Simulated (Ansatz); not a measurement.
Input:

CaF2 (fluorite, space group No. 225), a = b = c = 5.511 Å, α = β = γ = 90.00°; the cell used has 3 atoms.

This is the PBE-relaxed structure.

All from PBE in the plane-wave PAW code Ansatz, unless another level is named. Predict the band gap.

7.14 eV (indirect).

Predict the conduction-band minimum.

at Γ.

Predict the valence-band maximum.

at X.

Space group Fm-3m (fluorite). Symmetry was held in the PBE relaxation.

Potentials: the later of the program's two PAW sets.
